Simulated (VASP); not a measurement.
# CoO (P3m1) in VASP: a series of runs

The runs below take CoO through single point, with PBE.

All numbers are computed with VASP 6.6.1; they aren't measurements. Logs are shortened: lines on timing, memory, paths and dates and some standing lists are left out, and cuts for length are marked.

### Step 1. Starting point

It takes space group P6_3mc (No. 186, hexagonal). The conventional cell has a = 3.198 Å, b = 3.198 Å, c = 5.229 Å, α = 90.00°, β = 90.00°, γ = 120.00°. Co (site symmetry 3m) is surrounded by 4 O at 1.93 to 1.97 Å. O (site symmetry 3m) is surrounded by 4 Co at 1.93 to 1.97 Å.

Measurements of this composition are mostly on another form, of space group No. 225.

### Step 2. Single point, PBE, collinear spin, ferromagnetic start

The input, INCAR:

```
ADDGRID = T ; ALGO = Normal
EDIFF = 1E-6 ; ENCUT = 450
GGA = PE ; ISIF = 2
ISMEAR = 0 ; ISPIN = 2
LASPH = T ; LCHARG = F
LMAXMIX = 4 ; LORBIT = 11
LREAL = F ; LWAVE = F
MAGMOM = 2 2 0 0 ; NELM = 100
PREC = Accurate ; SIGMA = 0.05
```

The input, KPOINTS:

```
k-points
0
Gamma
  4 4 2
```

The input, POSCAR:

```
CoO
1.0
    3.1976457435      0.0000000000      0.0000000000
   -1.5988228718      2.7692424462      0.0000000000
    0.0000000000      0.0000000000      5.2287097100
Co O
2 2
Direct
    0.3333333333      0.6666666667      0.5033624100
    0.0000000000      0.0000000000      0.0034741400
    0.3333333333      0.6666666667      0.8715556000
    0.0000000000      0.0000000000      0.3716088500
```

Potentials or basis: VASP PAW PBE potentials, release 64 (Co, O).

Command:

```sh
$ cat potpaw_PBE.64/Co/POTCAR potpaw_PBE.64/O/POTCAR > POTCAR
$ mpirun -np 1 vasp_std > vasp.out
```

OUTCAR:

```text
EDIFF = 1E-6
   ENCUT = 450
   GGA = PE
   ISIF = 2
   ISMEAR = 0
   ISPIN = 2
   LASPH = T
   LORBIT = 11
   LREAL = F
   NELM = 100
   PREC = Accurate

 Found      8 irreducible k-points:

 Following reciprocal coordinates:
            Coordinates               Weight
  0.000000  0.000000  0.000000      1.000000
  0.250000  0.000000  0.000000      6.000000
  0.500000  0.000000  0.000000      3.000000
  0.250000  0.250000  0.000000      6.000000
  0.000000  0.000000  0.500000      1.000000
  0.250000  0.000000  0.500000      6.000000
   k-points           NKPTS =      8   k-points in BZ     NKDIM =      8   number of bands    NBANDS=     21
   number of dos      NEDOS =    301   number of ions     NIONS =      4
   total plane-waves  NPLWV =  20736
   dimension x,y,z NGX =    24 NGY =   24 NGZ =   36
   dimension x,y,z NGXF=    48 NGYF=   48 NGZF=   72
   ions per type =               2   2
   NGX,Y,Z   is equivalent  to a cutoff of  12.48, 12.48, 11.45 a.u.
   NGXF,Y,Z  is equivalent  to a cutoff of  24.96, 24.96, 22.89 a.u.
 SYSTEM =  unknown system
   PREC   = accura    normal or accurate (medium, high low for compatibility)
   ISTART =      0    job   : 0-new  1-cont  2-samecut
   ICHARG =      2    charge: 1-file 2-atom 10-const
   ISPIN  =      2    spin polarized calculation?
   LNONCOLLINEAR =      F non collinear calculations
   LSORBIT =      F    spin-orbit coupling
   LASPH  =      T    aspherical Exc in radial PAW
   ENCUT  =  450.0 eV  33.07 Ry    5.75 a.u.   5.53  5.53  9.04*2*pi/ulx,y,z
   NELM   =    100;   NELMIN=  2; NELMDL= -5     # of ELM steps
   EDIFF  = 0.1E-05   stopping-criterion for ELM
   LREAL  =      F    real-space projection
   EDIFFG = 0.1E-04   stopping-criterion for IOM
   NSW    =      0    number of steps for IOM
   IBRION =     -1    ionic relax: 0-MD 1-quasi-New 2-CG
   NFREE  =      0    steps in history (QN), initial steepest desc. (CG)
   ISIF   =      2    stress and relaxation
   ISYM   =      2    0-nonsym 1-usesym 2-fastsym
   POTIM  = 0.5000    time-step for ionic-motion
   TEBEG  =    0.0;   TEEND  =   0.0 temperature during run
   PSTRESS=    0.0 pullay stress
   NELECT =      30.0000    total number of electrons
   NUPDOWN=      -1.0000    fix difference up-down
   EMIN   =  10.00;   EMAX   =-10.00  energy-range for DOS
   EFERMI =   0.00;   METHOD = LEGACY
   ISMEAR =     0;   SIGMA  =   0.05  broadening in eV -4-tet -1-fermi 0-gaus
   EFERMI_NEDOS =   21; number of points for ismear=-14 and -15
   IALGO  =     38    algorithm
   IMIX   =      4    mixing-type and parameters
     AMIX     =   0.40;   BMIX     =  1.00
     AMIX_MAG =   1.60;   BMIX_MAG =  1.00
  volume/ion in A,a.u.               =      11.58        78.11
  Fermi-wavevector in a.u.,A,eV,Ry     =   1.416620  2.677023 27.304329  2.006812
  Thomas-Fermi vector in A             =   2.537935
   LORBIT       =     11    0 simple, 1 ext, 2 COOP (PROOUT), +10 PAW based schemes
   GGA     = PE    functional components
   LHFCALC =     F    Hartree Fock is set to
   AEXX    =    0.0000 exact exchange contribution
   IVDW    =     0    specifies the selected vdW correction
   LEPSILON=     F    determine dielectric tensor
   LRPA    =     F    only Hartree local field effects (RPA)
 spin polarized calculation
 Gauss-broadening in eV      SIGMA  =   0.05
  energy-cutoff  :      450.00
  volume of cell :       46.30
 maximum number of plane-waves:      1038
 NGX is ok and might be reduce to    24
   NGX = 11   NGY = 11   NGZ = 19

 number of electron      30.0000001 magnetization       5.8749994

 Free energy of the ion-electron system (eV)
  ---------------------------------------------------
  ext. energy  EPLUGINS =         0.00000000
  ---------------------------------------------------
  free energy    TOTEN  =       -26.60281920 eV

  energy without entropy =      -26.59947462  energy(sigma->0) =      -26.60114691

 E-fermi :   6.0827     XC(G=0): -11.1078

 val. band max:        5.9502889773   @ k =   0.0000   0.0000   0.0000
 cond. band min:       6.1106518016   @ k =   0.2500   0.2500   0.0000
 fundamental gap:      0.1603628244
 Fermi energy:         6.0826628729

 spin component 1

 k-point     1 :       0.0000    0.0000    0.0000
  band No.  band energies     occupation
      1     -13.9597      1.00000
      2     -13.3273      1.00000
      3      -0.9993      1.00000
      4      -0.2175      1.00000
      5      -0.0568      1.00000
      6      -0.0568      1.00000
[... 13 lines left out ...]
     20      11.4048      0.00000
     21      13.0008      0.00000

 k-point     2 :       0.2500    0.0000    0.0000
  band No.  band energies     occupation
      1     -13.6826      1.00000
      2     -13.2191      1.00000
      3      -0.6956      1.00000
      4      -0.4028      1.00000
      5      -0.0859      1.00000
      6       0.0954      1.00000
[... 13 lines left out ...]
     20      12.9750      0.00000
     21      13.5197      0.00000

 k-point     3 :       0.5000    0.0000    0.0000
  band No.  band energies     occupation
      1     -13.3464      1.00000
      2     -13.1547      1.00000
      3      -0.7897      1.00000
      4      -0.6616      1.00000
      5       0.1483      1.00000
      6       0.2181      1.00000
[... 13 lines left out ...]
     20      11.9631      0.00000
     21      13.0713      0.00000

 k-point     4 :       0.2500    0.2500    0.0000
  band No.  band energies     occupation
      1     -13.3536      1.00000
      2     -13.1527      1.00000
      3      -0.5674      1.00000
      4      -0.3737      1.00000
      5       0.1304      1.00000
      6       0.1559      1.00000
[... 13 lines left out ...]
     20      13.0372      0.00000
     21      14.1653      0.00000

 k-point     5 :       0.0000    0.0000    0.5000
  band No.  band energies     occupation
      1     -13.6493      1.00000
      2     -13.6462      1.00000
      3      -0.8259      1.00000
      4      -0.8246      1.00000
      5       0.0979      1.00000
      6       0.0979      1.00000
[... 13 lines left out ...]
     20       8.6314      0.00000
     21      15.9643      0.00000

 k-point     6 :       0.2500    0.0000    0.5000
  band No.  band energies     occupation
      1     -13.4492      1.00000
      2     -13.4461      1.00000
      3      -0.9079      1.00000
      4      -0.9072      1.00000
      5       0.1116      1.00000
      6       0.1132      1.00000
[... 13 lines left out ...]
     20       9.9355      0.00000
     21      15.6496      0.00000

 [... further k-points ...]

 spin component 2

 k-point     1 :       0.0000    0.0000    0.0000
  band No.  band energies     occupation
      1     -13.4046      1.00000
      2     -12.7407      1.00000
      3      -0.4527      1.00000
      4       1.0830      1.00000
      5       1.2498      1.00000
      6       1.2498      1.00000
[... 13 lines left out ...]
     20      11.9960      0.00000
     21      13.9580      0.00000

 k-point     2 :       0.2500    0.0000    0.0000
  band No.  band energies     occupation
      1     -13.1149      1.00000
      2     -12.6258      1.00000
      3       0.0451      1.00000
      4       0.3736      1.00000
      5       0.7871      1.00000
      6       1.2433      1.00000
[... 13 lines left out ...]
     20      13.9907      0.00000
     21      14.2300      0.00000

 k-point     3 :       0.5000    0.0000    0.0000
  band No.  band energies     occupation
      1     -12.7597      1.00000
      2     -12.5577      1.00000
      3      -0.1867      1.00000
      4       0.0187      1.00000
      5       0.8097      1.00000
      6       1.3419      1.00000
[... 13 lines left out ...]
     20      12.8263      0.00000
     21      14.2449      0.00000

 k-point     4 :       0.2500    0.2500    0.0000
  band No.  band energies     occupation
      1     -12.7679      1.00000
      2     -12.5548      1.00000
      3       0.1140      1.00000
      4       0.3750      1.00000
      5       0.8837      1.00000
      6       1.0056      1.00000
[... 13 lines left out ...]
     20      14.1707      0.00000
     21      15.0603      0.00000

 k-point     5 :       0.0000    0.0000    0.5000
  band No.  band energies     occupation
      1     -13.0806      1.00000
      2     -13.0772      1.00000
      3       0.0868      1.00000
      4       0.0884      1.00000
      5       1.3162      1.00000
      6       1.3162      1.00000
[... 13 lines left out ...]
     20       9.4544      0.00000
     21      16.6110      0.00000

 k-point     6 :       0.2500    0.0000    0.5000
  band No.  band energies     occupation
      1     -12.8701      1.00000
      2     -12.8668      1.00000
      3      -0.1100      1.00000
      4      -0.1093      1.00000
      5       1.1779      1.00000
      6       1.1794      1.00000
[... 13 lines left out ...]
     20      10.7519      0.00000
     21      16.4743      0.00000

 [... further k-points ...]

------------------------ aborting loop because EDIFF is reached ----------------------------------------

  FORCE on cell =-STRESS in cart. coord.  units (eV):
  Direction    XX          YY          ZZ          XY          YZ          ZX
  --------------------------------------------------------------------------------------
  -------------------------------------------------------------------------------------
  Total        0.0826583      0.0826583      0.5071086     -0.0000000      0.0000000      0.0000000
  in kB        2.8602989      2.8602989     17.5479218     -0.0000000      0.0000000      0.0000000
  external PRESSURE =       7.7561732 kB  Pullay stress =       0.0000000 kB

 VOLUME and BASIS-vectors are now :
 -----------------------------------------------------------------------------
  energy-cutoff  :      450.00
  volume of cell :       46.30
      direct lattice vectors                 reciprocal lattice vectors
     3.197645743  0.000000000  0.000000000     0.312730077  0.180554794  0.000000000
    -1.598822872  2.769242446  0.000000000     0.000000000  0.361109588  0.000000000
     0.000000000  0.000000000  5.228709710     0.000000000  0.000000000  0.191251773

 POSITION                                       TOTAL-FORCE (eV/Angst)
 -----------------------------------------------------------------------------------
     -0.00000      1.84616      2.63194         0.000000      0.000000     -0.247904
      0.00000      0.00000      0.01817        -0.000000      0.000000     -0.254149
     -0.00000      1.84616      4.55711        -0.000000     -0.000000      0.251114
      0.00000      0.00000      1.94303         0.000000     -0.000000      0.250939
 -----------------------------------------------------------------------------------
    total drift:                                0.000000     -0.000000     -0.000027

  FREE ENERGIE OF THE ION-ELECTRON SYSTEM (eV)
  ---------------------------------------------------
  free  energy   TOTEN  =       -26.6028191982 eV

  energy  without entropy=      -26.5994746243  energy(sigma->0) =      -26.60114691

 total charge

# of ion       s       p       d       tot
------------------------------------------
    1        0.348   0.436   7.188   7.972
    2        0.348   0.436   7.188   7.972
    3        1.560   3.451   0.000   5.012
    4        1.560   3.452   0.000   5.012
--------------------------------------------------
tot          3.817   7.774  14.376  25.968

 magnetization (x)

# of ion       s       p       d       tot
------------------------------------------
    1        0.017   0.059   2.425   2.502
    2        0.018   0.059   2.425   2.502
    3        0.022   0.290   0.000   0.312
    4        0.022   0.290   0.000   0.312
--------------------------------------------------
tot          0.079   0.699   4.851   5.629
```

It took 36 s on 1 thread of Intel Xeon Platinum 8375C at 2.90GHz (Ice Lake), shared host; peak memory 0.23 GiB.

These settings aren't checked as converged: the numbers below hold their error.

Results:

```yaml
Free_energy: -26.6028 eV
Largest_force: 0.254 eV/Å
Band_gap_on_the_k_mesh: none (metal or under the smearing width)
Net_moment: 5.87 μB per cell
Site_moments: Co +2.50; O +0.31 μB
Valence_electrons_inside_the_program's_atomic_spheres: Co 7.97; O 5.01
```

Caveat: the k mesh is coarse (spacing up to 0.60 Å⁻¹), so the values aren't converged; the cutoff is under 1.25 times the usual one of these potentials, so pressure, stress and relaxed cells hold a basis-set (Pulay) error; semilocal functionals often make such compounds metallic where correlation or magnetic order opens a gap, which also shifts bond lengths.

### Step 3. Single point, PBE, collinear spin, ferromagnetic start

The input, INCAR:

```
ADDGRID = F ; ALGO = Normal
EDIFF = 1E-6 ; ENCUT = 450
GGA = PE ; ISIF = 2
ISMEAR = 0 ; ISPIN = 2
LASPH = F ; LCHARG = F
LMAXMIX = 4 ; LORBIT = 11
LREAL = F ; LWAVE = F
MAGMOM = 2 2 0 0 ; NELM = 100
PREC = Accurate ; SIGMA = 0.05
```

KPOINTS is that of step 2.

POSCAR is that of step 2.

Potentials or basis: VASP PAW PBE potentials, release 64 (Co, O).

Command:

```sh
$ cat potpaw_PBE.64/Co/POTCAR potpaw_PBE.64/O/POTCAR > POTCAR
$ mpirun -np 1 vasp_std > vasp.out
```

OUTCAR:

```text
EDIFF = 1E-6
   ENCUT = 450
   GGA = PE
   ISIF = 2
   ISMEAR = 0
   ISPIN = 2
   LASPH = F
   LORBIT = 11
   LREAL = F
   NELM = 100
   PREC = Accurate

 Found      8 irreducible k-points:

 Following reciprocal coordinates:
            Coordinates               Weight
  0.000000  0.000000  0.000000      1.000000
  0.250000  0.000000  0.000000      6.000000
  0.500000  0.000000  0.000000      3.000000
  0.250000  0.250000  0.000000      6.000000
  0.000000  0.000000  0.500000      1.000000
  0.250000  0.000000  0.500000      6.000000
   k-points           NKPTS =      8   k-points in BZ     NKDIM =      8   number of bands    NBANDS=     21
   number of dos      NEDOS =    301   number of ions     NIONS =      4
   total plane-waves  NPLWV =  20736
   dimension x,y,z NGX =    24 NGY =   24 NGZ =   36
   dimension x,y,z NGXF=    48 NGYF=   48 NGZF=   72
   ions per type =               2   2
   NGX,Y,Z   is equivalent  to a cutoff of  12.48, 12.48, 11.45 a.u.
   NGXF,Y,Z  is equivalent  to a cutoff of  24.96, 24.96, 22.89 a.u.
 SYSTEM =  unknown system
   PREC   = accura    normal or accurate (medium, high low for compatibility)
   ISTART =      0    job   : 0-new  1-cont  2-samecut
   ICHARG =      2    charge: 1-file 2-atom 10-const
   ISPIN  =      2    spin polarized calculation?
   LNONCOLLINEAR =      F non collinear calculations
   LSORBIT =      F    spin-orbit coupling
   LASPH  =      F    aspherical Exc in radial PAW
   ENCUT  =  450.0 eV  33.07 Ry    5.75 a.u.   5.53  5.53  9.04*2*pi/ulx,y,z
   NELM   =    100;   NELMIN=  2; NELMDL= -5     # of ELM steps
   EDIFF  = 0.1E-05   stopping-criterion for ELM
   LREAL  =      F    real-space projection
   EDIFFG = 0.1E-04   stopping-criterion for IOM
   NSW    =      0    number of steps for IOM
   IBRION =     -1    ionic relax: 0-MD 1-quasi-New 2-CG
   NFREE  =      0    steps in history (QN), initial steepest desc. (CG)
   ISIF   =      2    stress and relaxation
   ISYM   =      2    0-nonsym 1-usesym 2-fastsym
   POTIM  = 0.5000    time-step for ionic-motion
   TEBEG  =    0.0;   TEEND  =   0.0 temperature during run
   PSTRESS=    0.0 pullay stress
   NELECT =      30.0000    total number of electrons
   NUPDOWN=      -1.0000    fix difference up-down
   EMIN   =  10.00;   EMAX   =-10.00  energy-range for DOS
   EFERMI =   0.00;   METHOD = LEGACY
[... 40 lines left out ...]
 Fermi energy:         6.0168193956

 spin component 1

 k-point     1 :       0.0000    0.0000    0.0000
  band No.  band energies     occupation
      1     -14.0045      1.00000
      2     -13.3762      1.00000
      3      -1.0228      1.00000
      4      -0.2416      1.00000
      5      -0.0660      1.00000
      6      -0.0660      1.00000
[... 133 lines left out ...]
     20       9.9310      0.00000
     21      15.6495      0.00000

 [... further k-points ...]

 spin component 2

 k-point     1 :       0.0000    0.0000    0.0000
  band No.  band energies     occupation
      1     -13.4315      1.00000
      2     -12.7684      1.00000
      3      -0.4829      1.00000
      4       1.0325      1.00000
      5       1.2018      1.00000
      6       1.2018      1.00000
[... 133 lines left out ...]
     20      10.7005      0.00000
     21      16.4299      0.00000

 [... further k-points ...]

------------------------ aborting loop because EDIFF is reached ----------------------------------------

  FORCE on cell =-STRESS in cart. coord.  units (eV):
  Direction    XX          YY          ZZ          XY          YZ          ZX
  --------------------------------------------------------------------------------------
  -------------------------------------------------------------------------------------
  Total       -0.2044989     -0.2044989      0.1937704      0.0000000     -0.0000000      0.0000000
  in kB       -7.0764549     -7.0764549      6.7052063      0.0000000     -0.0000000      0.0000000
  external PRESSURE =      -2.4825678 kB  Pullay stress =       0.0000000 kB

 VOLUME and BASIS-vectors are now :
 -----------------------------------------------------------------------------
  energy-cutoff  :      450.00
  volume of cell :       46.30
      direct lattice vectors                 reciprocal lattice vectors
     3.197645743  0.000000000  0.000000000     0.312730077  0.180554794  0.000000000
    -1.598822872  2.769242446  0.000000000     0.000000000  0.361109588  0.000000000
     0.000000000  0.000000000  5.228709710     0.000000000  0.000000000  0.191251773

 POSITION                                       TOTAL-FORCE (eV/Angst)
 -----------------------------------------------------------------------------------
     -0.00000      1.84616      2.63194         0.000000     -0.000000     -0.232830
      0.00000      0.00000      0.01817        -0.000000      0.000000     -0.236780
     -0.00000      1.84616      4.55711         0.000000      0.000000      0.234037
      0.00000      0.00000      1.94303        -0.000000      0.000000      0.235573
 -----------------------------------------------------------------------------------
    total drift:                               -0.000000     -0.000001     -0.002597

  FREE ENERGIE OF THE ION-ELECTRON SYSTEM (eV)
  ---------------------------------------------------
  free  energy   TOTEN  =       -26.4642779655 eV

  energy  without entropy=      -26.4610207547  energy(sigma->0) =      -26.46264936

 total charge

# of ion       s       p       d       tot
------------------------------------------
    1        0.347   0.435   7.191   7.973
    2        0.347   0.435   7.190   7.972
    3        1.561   3.446   0.000   5.007
    4        1.561   3.447   0.000   5.007
--------------------------------------------------
tot          3.815   7.764  14.381  25.959

 magnetization (x)

# of ion       s       p       d       tot
------------------------------------------
    1        0.017   0.058   2.424   2.498
    2        0.017   0.058   2.424   2.498
    3        0.022   0.304   0.000   0.326
    4        0.022   0.304   0.000   0.326
--------------------------------------------------
tot          0.077   0.723   4.848   5.648
```

stdout:

```text
POSCAR found type information on POSCAR CoO
 POSCAR found :  2 types and       4 ions
 scaLAPACK will be used
 LDA part: xc-table for (Slater+PW92), standard interpolation
 POSCAR, INCAR and KPOINTS ok, starting setup
 FFT: planning ... GRIDC
 FFT: planning ... GRID_SOFT
 FFT: planning ... GRID
 WAVECAR not read
 entering main loop
```

Wall time 18 s (1 thread of Intel Xeon Platinum 8375C at 2.90GHz (Ice Lake), shared host); peak memory 0.16 GiB.

The run converged, but some of its settings lie outside the range that counts as converged, so its numbers aren't taken as properties of the crystal.

What came out:

```yaml
Free_energy: -26.4643 eV
Largest_force: 0.237 eV/Å
Band_gap_on_the_k_mesh: none (metal or under the smearing width)
Net_moment: 5.87 μB per cell
Site_moments: Co +2.50; O +0.33 μB
Valence_electrons_inside_the_program's_atomic_spheres: Co 7.97; O 5.01
```

Caveat: the k mesh is coarse (spacing up to 0.60 Å⁻¹), so the values aren't converged; the cutoff is under 1.25 times the usual one of these potentials, so pressure, stress and relaxed cells hold a basis-set (Pulay) error; semilocal functionals often make such compounds metallic where correlation or magnetic order opens a gap, which also shifts bond lengths.

[end of part 1 of 2]
